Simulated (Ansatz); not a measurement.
# CuAg7Ge4: the cost of one run

Method: DFT PBE, scalar-relativistic, plane waves, PAW, in Ansatz 0.2.0.

**1. Starting point**

The cell holds 24 atoms (Ag14Cu2Ge8): a = 7.532 Å, b = 7.818 Å, c = 7.522 Å, α = 88.78°, β = 93.58°, γ = 89.15°.

It is the last frame of an earlier stage of the same melt, run at 1290 K.

The coordinates stand in the first input below.

**2. Stage at 720 K**

One k point, a Fermi-Dirac width of 0.062 eV and a fixed cell.

The input, input.yaml:

```yaml
crystal:
  lattice:
    - [7.5279, 0.057881, -0.235454]
    - [0.057881, 7.816957, 0.082735]
    - [-0.235454, 0.082735, 7.517619]
  atoms:
    - { symbol: Ag, position: [0.0675962636, 0.1488361164, 0.8409173648] }
    - { symbol: Ag, position: [0.2980742665, 0.3889103125, 0.9129237069] }
    - { symbol: Ag, position: [0.0733769161, 0.6826506508, 0.3815833037] }
    - { symbol: Ag, position: [0.6068358501, 0.4009389522, 0.1780396096] }
    - { symbol: Ag, position: [0.6240468367, 0.6318848025, 0.8569929444] }
    - { symbol: Ag, position: [0.4574411933, 0.0136859209, 0.0141334369] }
    - { symbol: Ag, position: [0.6906080696, 0.0977246122, 0.4050838646] }
    - { symbol: Ag, position: [0.8026490629, 0.8769052795, 0.1074962924] }
    - { symbol: Ag, position: [0.9466714309, 0.2797149675, 0.2540383472] }
    - { symbol: Ag, position: [0.8406574216, 0.9147650389, 0.7023118976] }
    - { symbol: Ag, position: [0.7102552957, 0.2283646346, 0.8815065515] }
    - { symbol: Ag, position: [0.3024101514, 0.7116842883, 0.7845278917] }
    - { symbol: Ag, position: [0.501640304, 0.4217466446, 0.5397891129] }
    - { symbol: Ag, position: [0.9793224717, 0.5435738493, 0.009107205] }
    - { symbol: Ge, position: [0.0824268203, 0.0002319533, 0.5206707467] }
    - { symbol: Ge, position: [0.1307867203, 0.32197519, 0.5598572269] }
    - { symbol: Ge, position: [0.1439793292, 0.8173417876, 0.0486706195] }
    - { symbol: Ge, position: [0.2950304399, 0.2988275832, 0.2392252286] }
    - { symbol: Ge, position: [0.8985855481, 0.5307513287, 0.6757846455] }
    - { symbol: Ge, position: [0.3511115385, 0.9492647472, 0.3076572421] }
    - { symbol: Ge, position: [0.7007854085, 0.6714656013, 0.332328553] }
    - { symbol: Ge, position: [0.5021221385, 0.7913383162, 0.5574582975] }
    - { symbol: Cu, position: [0.3624873889, 0.6156091138, 0.2607020886] }
    - { symbol: Cu, position: [0.4353489816, 0.1003478841, 0.6960866171] }
  symmetry: { detect: false }
basis:
  ecutwfc: 420
kpoints:
  mp_grid: { grid: [1, 1, 1], shift: [0.25, 0.25, 0.25] }
hamiltonian:
  xc: pbe
scf:
  occupations: { method: fermi_dirac, width: 0.062 }
  lower_state_search: "off"
  convergence: { dr2_threshold: 1.0e-06 }
output:
  forces: true
  stress: true
md:
  timestep: 3.0
  n_steps: 33
  ensemble: nvt_langevin
  friction: 0.03
  temperature: 720.0
  initial_velocities: maxwell_boltzmann
  seed: 88759
```

On the command line:

```bash
ansatz run input.yaml --threads 2 --pin off --max-ram 5120MiB --backend cpu --events-out ev --progress --plain --runs-dir out
```

What time and memory should one allow on 2 threads of Intel Xeon Platinum 8259CL at 2.50GHz (Skylake/Cascade Lake), shared host?

About 4.6 min, with a peak of 1.1 GiB.
